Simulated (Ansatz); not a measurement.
**Cu under changes of volume**

One of the cells (11.994 Å³/atom); the others are scaled copies at fixed shape and fractional positions:

```
Cu
1.0
     1.21846   -3.97638    0.00000
     1.21846    3.97638    0.00000
     0.00000    0.00000    2.47550
Cu
2
Direct
  0.86613 0.13387 0.75000
  0.13387 0.86613 0.25000
```

This isn't the form of Cu at room conditions, which is fcc.

| Item | Value |
| --- | --- |
| Program | Ansatz 0.2.0 |
| Functional | PBEsol |
| Potentials or basis | Ansatz PAW |
| Cutoff | 420 eV (not typed: the program's choice for these potentials) |
| k mesh | 11 × 11 × 11 |
| Occupations | fermi-dirac, width 0.05 eV |
| Spin | no spin polarisation |

| volume (Å³/atom) | energy over the lowest point (meV/atom) | pressure (GPa) | largest force (eV/Å) |
| --- | --- | --- | --- |
| 11.274 | 15.24 | 9.0 | 0.082 |
| 11.514 | 4.85 | 5.0 | 0.051 |
| 11.754 | 0.00 | 1.6 | 0.022 |
| 11.994 | ? | ? | ? |
| 12.234 | 4.50 | -4.3 | 0.029 |
| 12.474 | 12.78 | -6.7 | 0.051 |
| 12.714 | 24.47 | -8.8 | 0.071 |

**Question.** What does the run at 11.994 Å³/atom give?

**Answer.** Energy over the lowest point 0.07 meV/atom; pressure -1.5 GPa; largest force 0.005 eV/Å.

Worked out: A Birch-Murnaghan fit of order 3 (a polynomial in V^(-2/3)) to the other rows has its minimum at 11.87 Å³/atom with B0 = V·E''(V) = 153 GPa and B' = 5.0 at fixed shape and positions, which overstates the stiffness. It gives 0.07 meV/atom at 11.994 Å³/atom, against the run's 0.07, and -dE/dV = -1.6 GPa, against -1.5.

Energies are extrapolated to zero smearing.

Caveats: the PAW data sets come from PBE, with cores solved anew for the run's functional, which leaves a small shift of forces and pressure.
